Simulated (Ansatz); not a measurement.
# AlP (F-43m): converging the G0W0 gap

Wanted: a G0W0 gap for AlP (F-43m) that is converged in bands and cutoff, or an estimate of the limit.

Program: Ansatz 0.2.0. Level of theory: G0W0 on PBE, plane waves, PAW; PAW set soft_1. Results are calculated unless marked as measured.

Report form: the programs' logs are mostly left out.

## (1) Starting point

It takes space group F-43m (No. 216, cubic). Conventional cell: a = 5.473 Å, b = 5.473 Å, c = 5.473 Å, α = 90.00°, β = 90.00°, γ = 90.00°. Al has 4 P at 2.37 Å nearest. Nearest to P lie 4 Al at 2.37 Å. Farther neighbours are not listed.

The cell and positions are those that the Materials Project relaxed with its own functionals (PBE, PBE+U or r2SCAN), kept fixed.

## (2) 43 empty bands, screening to 60 eV

G0W0 replaces the xc potential by the self-energy, built once from these orbitals. Only a window of levels is corrected, while the sums run over the empty bands that the input names. This step takes PAW set soft_1 files.

input.yaml

```yaml
crystal:
  lattice:
    - [0.0, 2.736483713, 2.736483713]
    - [2.736483713, 0.0, 2.736483713]
    - [2.736483713, 2.736483713, 0.0]
  atoms:
    - { symbol: Al, position: [0.0, 0.0, 0.0] }
    - { symbol: P, position: [0.75, 0.75, 0.75] }
kpoints:
  mp_grid: { grid: [6, 6, 6] }
hamiltonian:
  xc: pbe
  pseudopotentials: { kind: paw, azcp: { folder: soft_1 } }
scf:
  occupations: { method: fixed }
gw:
  n_empty_bands: 43
  ecut_chi: 60
  qp_bands: [v2, c2]
  qp_kpoints: band_edges
  screening: { model: contour_deformation }
```

Started as:

```sh
$ ansatz run input.yaml --threads 3 --pin off --max-ram 92160MiB --backend cuda --events-out ev --progress --plain --runs-dir out --devices 1 --max-vram 13GiB
```

It took 9.4 s on 1 × NVIDIA H100 80GB HBM3 (shared by 6 runs) with 3 threads of AMD EPYC 7R13 (Zen 3), shared host; peak memory 0.97 GiB; 9 s of CPU time.

Numbers from this step:

```
bands summed                                 : 47
RPA ε∞ on this mesh (eigenvalues)            : 8.382, 8.382, 8.382
plane waves in the screening matrix          : 51
q-points in the mesh                         : 216
G0W0 gap on the mesh                         : 2.098 eV
k of the valence top                         : 0, 0, 0
k of the conduction bottom                   : 0, -0.5, -0.5
starting gap on the mesh                     : 1.592 eV
Z at the valence top                         : 0.7656
Z at the conduction bottom                   : 0.7919
least direct G0W0 gap on the computed points : 4.097 eV
```

The gap on the mesh goes from 1.59 eV to 2.10 eV, a correction of +0.51 eV. Between the two edge states, bare exchange in place of the xc potential would open the gap by 5.74 eV, and correlation takes back 5.23 eV.

## (3) 122 empty bands, screening to 120 eV

Another rung: the empty bands reach about as high as the screening cutoff, so the two stay in balance.

Changes to input.yaml since step 2:

```diff
@@ -16,4 +16,4 @@
 gw:
-  n_empty_bands: 43
-  ecut_chi: 60
+  n_empty_bands: 122
+  ecut_chi: 120
   qp_bands: [v2, c2]
```

Elapsed: 18 s, on 1 × NVIDIA H100 80GB HBM3 (shared by 6 runs) with 3 threads; peak memory 1 GiB.

Numbers from this step:

```yaml
bands_summed: 126
rpa_eps_infinity_on_this_mesh_eigenvalues: 8.327, 8.327, 8.327
plane_waves_in_the_screening_matrix: 113
q_points_in_the_mesh: 216
g0w0_gap_on_the_mesh: 2.306 eV
k_of_the_valence_top: 0, 0, 0
k_of_the_conduction_bottom: 0, -0.5, -0.5
starting_gap_on_the_mesh: 1.592 eV
z_at_the_valence_top: 0.7612
z_at_the_conduction_bottom: 0.7906
least_direct_g0w0_gap_on_the_computed_points: 4.200 eV
```

Against the run with 6×6×6 mesh, 43 empty bands, screening to 60 eV, PAW set soft_1 files, the gap moves by +0.21 eV.

## (4) 263 empty bands, screening to 200 eV

Changes to input.yaml since step 3:

```diff
@@ -16,4 +16,4 @@
 gw:
-  n_empty_bands: 122
-  ecut_chi: 120
+  n_empty_bands: 263
+  ecut_chi: 200.0
   qp_bands: [v2, c2]
```

Elapsed: 25 s, on 1 × NVIDIA H100 80GB HBM3 (shared by 6 runs) with 3 threads; peak memory 1.2 GiB; 31 s of CPU time.

This step gave:

* bands summed: 267
* RPA ε∞ on this mesh (eigenvalues): 8.327, 8.327, 8.327
* plane waves in the screening matrix: 259
* G0W0 gap on the mesh: 2.387 eV
* k of the valence top: 0, 0, 0
* k of the conduction bottom: 0, -0.5, -0.5
* starting gap on the mesh: 1.592 eV
* least direct G0W0 gap on the computed points: 4.229 eV

Against the run with 6×6×6 mesh, 122 empty bands, screening to 120 eV, PAW set soft_1 files, the gap moves by +0.08 eV.

## (5) Changing the k mesh: 4×4×4 mesh, 122 empty bands, screening to 120 eV, PAW set soft_1 files

A second mesh at equal bands and cutoff isolates the sampling error. Bands and cutoff differ from the step before, so it is read against an earlier run that matches them.

Changes to input.yaml since step 4:

```diff
@@ -9,3 +9,3 @@
 kpoints:
-  mp_grid: { grid: [6, 6, 6] }
+  mp_grid: { grid: [4, 4, 4] }
 hamiltonian:
@@ -16,4 +16,4 @@
 gw:
-  n_empty_bands: 263
-  ecut_chi: 200.0
+  n_empty_bands: 122
+  ecut_chi: 120
   qp_bands: [v2, c2]
```

It took 13 s on 1 × NVIDIA H100 80GB HBM3 (shared by 6 runs) with 3 threads; peak memory 1 GiB.

Numbers from this step:

* bands summed: 126
* RPA ε∞ on this mesh (eigenvalues): 10.81, 10.81, 10.81
* plane waves in the screening matrix: 113
* G0W0 gap on the mesh: 2.261 eV
* k of the valence top: 0, 0, 0
* k of the conduction bottom: 0, -0.5, -0.5
* starting gap on the mesh: 1.571 eV
* least direct G0W0 gap on the computed points: 4.187 eV

Against the run with 6×6×6 mesh, 122 empty bands, screening to 120 eV, PAW set soft_1 files, the gap moves by −0.04 eV, while the start moved by −0.02 eV.

## (6) Changing the frequency model: 6×6×6 mesh, 122 empty bands, screening to 120 eV, plasmon pole, PAW set soft_1 files

A plasmon pole stands in for the full frequency dependence of the screening; this run shows what that costs in accuracy.

Changes to input.yaml since step 5:

```diff
@@ -9,3 +9,3 @@
 kpoints:
-  mp_grid: { grid: [4, 4, 4] }
+  mp_grid: { grid: [6, 6, 6] }
 hamiltonian:
@@ -20,2 +20,2 @@
   qp_kpoints: band_edges
-  screening: { model: contour_deformation }
+  screening: { model: godby_needs }
```

The job ended after 16 s (1 × NVIDIA H100 80GB HBM3 (shared by 6 runs) with 3 threads; peak memory 1.2 GiB; 19 s of CPU time).

This step gave:

```yaml
bands_summed: 126
plasmon_pole_fit_frequency: 16.41 eV
rpa_eps_infinity_on_this_mesh_eigenvalues: 8.327, 8.327, 8.327
plane_waves_in_the_screening_matrix: 113
g0w0_gap_on_the_mesh: 2.261 eV
k_of_the_valence_top: 0, 0, 0
k_of_the_conduction_bottom: 0, -0.5, -0.5
starting_gap_on_the_mesh: 1.592 eV
least_direct_g0w0_gap_on_the_computed_points: 4.166 eV
```

Against the run with 6×6×6 mesh, 122 empty bands, screening to 120 eV, PAW set soft_1 files, the gap moves by −0.04 eV.

## (7) Changing the files: 6×6×6 mesh, 122 empty bands, screening to 120 eV, hard PAW files

Other atomic data (hard PAW) test the pseudisation: the cutoff goes from 420 to 900 eV and the valence electrons from 8 to 16, which opens shells that were frozen.

This step: G0W0 on PBE, plane waves, PAW.

input.yaml, the sections that differ from step 6:

```yaml
hamiltonian:
  xc: pbe
  pseudopotentials: { kind: paw, source: ansatz }
gw:
  n_empty_bands: 122
  ecut_chi: 120
  qp_bands: [v2, c2]
  qp_kpoints: band_edges
  screening: { model: contour_deformation }
# crystal, kpoints, scf: as in step 6
```

Elapsed: 15 s, on 1 × NVIDIA H100 80GB HBM3 (shared by 6 runs) with 3 threads; peak memory 1.1 GiB; 21 s of CPU time.

Numbers from this step:

```
bands summed                                 : 130
RPA ε∞ on this mesh (eigenvalues)            : 8.362, 8.362, 8.362
plane waves in the screening matrix          : 113
G0W0 gap on the mesh                         : 2.281 eV
k of the valence top                         : 0, 0, 0
k of the conduction bottom                   : 0, -0.5, -0.5
starting gap on the mesh                     : 1.591 eV
least direct G0W0 gap on the computed points : 4.136 eV
```

Against the run with 6×6×6 mesh, 122 empty bands, screening to 120 eV, PAW set soft_1 files, the gap moves by −0.02 eV.

## (8) The runs together

Times are wall times on 1 × NVIDIA H100 80GB HBM3 (shared by 6 runs) with 3 threads of AMD EPYC 7R13 (Zen 3), shared host, good to a factor of about two.

```tsv
mesh	files	frequency	bands summed	cutoff (eV)	start (eV)	G0W0 (eV)	time	host memory (GiB)
6×6×6	PAW set soft_1	contour deformation	47	60	1.592	2.098	9.4 s	0.97
6×6×6	PAW set soft_1	contour deformation	126	120	1.592	2.306	18 s	1.0
6×6×6	PAW set soft_1	contour deformation	267	200	1.592	2.387	25 s	1.2
4×4×4	PAW set soft_1	contour deformation	126	120	1.571	2.261	13 s	1.0
6×6×6	PAW set soft_1	plasmon pole	126	120	1.592	2.261	16 s	1.2
6×6×6	hard PAW	contour deformation	130	120	1.591	2.281	15 s	1.1
```

The parts of the quasiparticle energy at the two band edges (eV; QP = start + Σx + Σc − Vxc):

```tsv
run	edge	start	Σx	Σc	Vxc	Z	QP
47 bands	valence top	4.97	-15.82	1.75	-13.81	0.77	4.70
47 bands	conduction bottom	6.56	-5.32	-3.48	-9.04	0.79	6.80
126 bands	valence top	4.97	-15.82	1.38	-13.81	0.76	4.33
126 bands	conduction bottom	6.56	-5.32	-3.64	-9.04	0.79	6.64
267 bands	valence top	4.97	-15.82	1.25	-13.81	0.76	4.20
267 bands	conduction bottom	6.56	-5.32	-3.69	-9.04	0.79	6.59
```

## (9) Outcome

```yaml
47_bands_60_ev: 2.098 eV
126_bands_120_ev: 2.306 eV
267_bands_200_ev: 2.387 eV
estimated_limit_in_bands_and_cutoff: 2.46 eV
mesh_and_start: 6×6×6, PBE
```

A line in one over the bands through the two highest rungs gives 2.46 eV, +0.07 eV from the top rung; the pair below gives 2.43 eV, so the estimate is still climbing. The rungs stand 0.36 eV (47 bands), 0.15 eV (126 bands) and 0.07 eV (267 bands) from it. From 47 to 267 bands the gap moves by +0.29 eV while the time grows 2.7-fold. Σc changes by −0.50 eV at the valence top and −0.21 eV at the conduction bottom, so the valence edge carries most of the change. On the 4×4×4 mesh in place of 6×6×6 the gap differs by −0.04 eV, of which −0.02 eV is already in the start. The plasmon-pole model gives −0.04 eV against contour deformation, 6 % of the correction, and saved no time in this program. Hard PAW files move the gap by −0.02 eV at equal bands and cutoff, −0.001 eV of it in the start. The cheapest rung within 0.1 eV of this estimate is that with 267 bands (25 s).

[Paths, hosts, dates, memory and timing lines, banners, echoed tables and standing remarks are left out of the program output.]

[Logs are printed without paths, hosts, clocks, repeated set-up lines and the standing remarks that a program may print on its own settings, such as how far it seeks lower states.]

[Runs of the session that timed out or met a known fault of the program may be left out.]

[Cells called generated may have been cut or substituted from an entry of the Crystallography Open Database or the Materials Project.]

[Hosts, paths, dates, database ids (printed as entryN), source tags and the programs' standing remarks are cut or masked in the printed files.]
